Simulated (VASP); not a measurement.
# SnO2 (Cassiterite) (P4_2/mnm) in VASP: a series of runs

The runs below take SnO2 (Cassiterite) through dielectric tensor, single point, band structure, with PBE, TB-mBJ, PBE+D3(BJ).

Program: VASP 6.6.1. These are calculated values, not measurements. Logs are shortened: lines on timing, memory, paths and dates and some standing lists are left out, and cuts for length are marked.

### 1 Starting point

Symmetry: P4_2/mnm, No. 136, tetragonal system. The conventional cell has a = 4.738 Å, b = 4.738 Å, c = 3.187 Å, α = 90.00°, β = 90.00°, γ = 90.00°. Around Sn (site symmetry mmm) lie 6 O at 2.05 to 2.06 Å. O (site symmetry m2m) is surrounded by 3 Sn at 2.05 to 2.06 Å.

### 2 Dielectric tensor, PBE

Input file INCAR:

```
SYSTEM = SnO2
PREC = Accurate
ENCUT = 400
EDIFF = 1E-4
ISMEAR = 0
SIGMA = 0.01
LREAL = .FALSE.
LASPH = .TRUE.
NELM = 100
ALGO = Normal
ISIF = 2
LWAVE = .FALSE.
LCHARG = .FALSE.
GGA = PE
LEPSILON = .TRUE.
```

Input file KPOINTS:

```
regular mesh
0
G
  6 6 8
  0 0 0
```

Input file POSCAR:

```
SnO2
1.0
    4.7380000000      0.0000000000      0.0000000000
    0.0000000000      4.7380000000      0.0000000000
    0.0000000000      0.0000000000      3.1865000000
Sn O
2 4
Direct
    0.5000000000      0.5000000000      0.5000000000
    0.0000000000      0.0000000000      0.0000000000
    0.8071000000      0.1929000000      0.5000000000
    0.6929000000      0.6929000000      0.0000000000
    0.1929000000      0.8071000000      0.5000000000
    0.3071000000      0.3071000000      0.0000000000
```

Potentials or basis: VASP PAW PBE potentials, release 64 (Sn_d, O).

On the command line:

```bash
> cat potpaw_PBE.64/Sn_d/POTCAR potpaw_PBE.64/O/POTCAR > POTCAR
> mpirun -np 1 vasp_std > vasp.out
```

OUTCAR:

```text
SYSTEM = SnO2
   PREC = Accurate
   ENCUT = 400
   EDIFF = 1E-4
   ISMEAR = 0
   LREAL = .FALSE.
   LASPH = .TRUE.
   NELM = 100
   ISIF = 2
   GGA = PE
   LEPSILON = .TRUE.

 Found     50 irreducible k-points:

 Following reciprocal coordinates:
            Coordinates               Weight
  0.000000  0.000000  0.000000      1.000000
  0.166667  0.000000  0.000000      4.000000
  0.333333  0.000000  0.000000      4.000000
  0.500000  0.000000  0.000000      2.000000
  0.166667  0.166667  0.000000      4.000000
  0.333333  0.166667  0.000000      8.000000
   k-points           NKPTS =     50   k-points in BZ     NKDIM =     50   number of bands    NBANDS=     31
   number of dos      NEDOS =    301   number of ions     NIONS =      6
   total plane-waves  NPLWV =  24576
   dimension x,y,z NGX =    32 NGY =   32 NGZ =   24
   dimension x,y,z NGXF=    64 NGYF=   64 NGZF=   48
   ions per type =               2   4
   NGX,Y,Z   is equivalent  to a cutoff of  11.23, 11.23, 12.52 a.u.
   NGXF,Y,Z  is equivalent  to a cutoff of  22.46, 22.46, 25.04 a.u.
 SYSTEM =  SnO2
   PREC   = accura    normal or accurate (medium, high low for compatibility)
   ISTART =      0    job   : 0-new  1-cont  2-samecut
   ICHARG =      2    charge: 1-file 2-atom 10-const
   ISPIN  =      1    spin polarized calculation?
   LNONCOLLINEAR =      F non collinear calculations
   LSORBIT =      F    spin-orbit coupling
   LASPH  =      T    aspherical Exc in radial PAW
   ENCUT  =  400.0 eV  29.40 Ry    5.42 a.u.   7.73  7.73  5.20*2*pi/ulx,y,z
   NELM   =    100;   NELMIN=  2; NELMDL= -5     # of ELM steps
   EDIFF  = 0.1E-03   stopping-criterion for ELM
   LREAL  =      F    real-space projection
   EDIFFG = 0.1E-02   stopping-criterion for IOM
   NSW    =      0    number of steps for IOM
   IBRION =     -1    ionic relax: 0-MD 1-quasi-New 2-CG
   NFREE  =      0    steps in history (QN), initial steepest desc. (CG)
   ISIF   =      2    stress and relaxation
   ISYM   =      2    0-nonsym 1-usesym 2-fastsym
   POTIM  = 0.5000    time-step for ionic-motion
   TEBEG  =    0.0;   TEEND  =   0.0 temperature during run
   PSTRESS=    0.0 pullay stress
   NELECT =      52.0000    total number of electrons
   NUPDOWN=      -1.0000    fix difference up-down
   EMIN   =  10.00;   EMAX   =-10.00  energy-range for DOS
   EFERMI =   0.00;   METHOD = LEGACY
   ISMEAR =     0;   SIGMA  =   0.01  broadening in eV -4-tet -1-fermi 0-gaus
   EFERMI_NEDOS =   21; number of points for ismear=-14 and -15
   IALGO  =     38    algorithm
[... 265 lines left out ...]

  FREE ENERGIE OF THE ION-ELECTRON SYSTEM (eV)
  ---------------------------------------------------
  free  energy   TOTEN  =       -37.2415338790 eV

  energy  without entropy=      -37.2415338790  energy(sigma->0) =      -37.24153388

 HEAD OF MICROSCOPIC STATIC DIELECTRIC TENSOR (INDEPENDENT PARTICLE, excluding Hartree and local field effects)
 ------------------------------------------------------
           4.328377     0.000000     0.000000
           0.000000     4.328377     0.000000
           0.000000     0.000000     4.633916
 ------------------------------------------------------

 Free energy of the ion-electron system (eV)
  ---------------------------------------------------
  ---------------------------------------------------
  free energy    TOTEN  =        -0.68648767 eV

  energy without entropy =       -0.68648767

------------------------ aborting loop because EDIFF is reached ----------------------------------------

--------------------------------------- Ionic step        2  -------------------------------------------

------------------------ aborting loop because EDIFF is reached ----------------------------------------

--------------------------------------- Ionic step        3  -------------------------------------------

 Free energy of the ion-electron system (eV)
  ---------------------------------------------------
  ---------------------------------------------------
  free energy    TOTEN  =        -0.74960437 eV

  energy without entropy =       -0.74960437

------------------------ aborting loop because EDIFF is reached ----------------------------------------

 PIEZOELECTRIC TENSOR FIELD DIRECTION 3  (e Angst)
 -----------------------------------------------------------------------------
     0.00147  0.00000  0.00000           ( -0.00001  0.00000  0.00000)
     0.00000  0.00147  0.00000           (  0.00000 -0.00001  0.00000)
     0.00000  0.00000 -0.00485           (  0.00000  0.00000 -0.00016)

 PIEZOELECTRIC TENSOR FIELD DIRECTION 3  (C/m^2)
 -----------------------------------------------------------------------------
     0.00033  0.00000  0.00000
     0.00000  0.00033  0.00000
     0.00000  0.00000 -0.00109

 MACROSCOPIC STATIC DIELECTRIC TENSOR (including local field effects in DFT)
 ------------------------------------------------------
           4.255798     0.000000     0.000000
           0.000000     4.255798     0.000000
           0.000000     0.000000     4.550918
 ------------------------------------------------------

 PIEZOELECTRIC TENSOR (including local field effects)  for field in x, y, z        (e  Angst)
          XX          YY          ZZ          XY          YZ          ZX
  --------------------------------------------------------------------------------
  x     0.00000     0.00000     0.00000     0.00000     0.00000     0.00000
  y     0.00000     0.00000     0.00000     0.00000     0.00000     0.00000
  z     0.00000     0.00000     0.00000     0.00000     0.00000     0.00000

 PIEZOELECTRIC TENSOR (including local field effects)  for field in x, y, z        (C/m^2)
          XX          YY          ZZ          XY          YZ          ZX
  --------------------------------------------------------------------------------
  x     0.00000     0.00000     0.00000     0.00000     0.00000     0.00000
  y     0.00000     0.00000     0.00000     0.00000     0.00000     0.00000
  z     0.00000     0.00000     0.00000     0.00000     0.00000     0.00000

 BORN EFFECTIVE CHARGES (including local field effects) (in |e|, cummulative output)
 ---------------------------------------------------------------------------------
 ion    1
    1     4.07595    -0.44562     0.00000
    2    -0.44562     4.07595     0.00000
    3     0.00000     0.00000     4.46240
 ion    2
    1     4.07595     0.44562     0.00000
    2     0.44562     4.07595     0.00000
    3     0.00000     0.00000     4.46240
 ion    3
    1    -2.03798     0.69262     0.00000
    2     0.69262    -2.03798     0.00000
    3     0.00000     0.00000    -2.23120
 ion    4
    1    -2.03798    -0.69262     0.00000
    2    -0.69262    -2.03798     0.00000
    3     0.00000     0.00000    -2.23120
 ion    5
    1    -2.03798     0.69262     0.00000
    2     0.69262    -2.03798     0.00000
    3     0.00000     0.00000    -2.23120
 ion    6
    1    -2.03798    -0.69262     0.00000
    2    -0.69262    -2.03798     0.00000
    3     0.00000     0.00000    -2.23120
```

stdout:

```text
POSCAR found type information on POSCAR SnO
 POSCAR found :  2 types and       6 ions
 scaLAPACK will be used
 LDA part: xc-table for (Slater+PW92), standard interpolation
[... 103 lines left out ...]
 LRF_COMMUTATOR internal error: the vector H(1)-e(1) S(1) |phi(0)> is not orthog
 onal to |phi(0)> (2.298347608696294E-004,2.810252031082427E-014)
 LRF_COMMUTATOR internal error: the vector H(1)-e(1) S(1) |phi(0)> is not orthog
 onal to |phi(0)> (-1.107808512373909E-004,-2.994306191883567E-014)
 LRF_COMMUTATOR internal error: the vector H(1)-e(1) S(1) |phi(0)> is not orthog
 onal to |phi(0)> (1.107808686088285E-004,4.557465516086268E-014)
 LRF_COMMUTATOR internal error: the vector H(1)-e(1) S(1) |phi(0)> is not orthog
 onal to |phi(0)> (-2.389045098992182E-004,-3.455569164145800E-015)
 LRF_COMMUTATOR internal error: the vector H(1)-e(1) S(1) |phi(0)> is not orthog
 onal to |phi(0)> (2.389045160778869E-004,-1.154631945610163E-014)
 LRF_COMMUTATOR int
```

Run time: 7 min. Hardware: 1 thread of AMD EPYC 9R14 (Zen 4), shared host; peak memory 0.4 GiB.

The run converged, but some of its settings lie outside the range that counts as converged, so its numbers aren't taken as properties of the crystal.

What came out:

```
Band gap on the k mesh                  : 1.27 eV, direct
Electronic dielectric tensor (diagonal) : 4.26, 4.26, 4.55
Born charges (mean of the diagonal)     : Sn +4.20; O -2.10 e
```

Caveat: spin-orbit coupling is left out, which moves the levels of the heavy elements.

(Continued in part 2 of 3.)
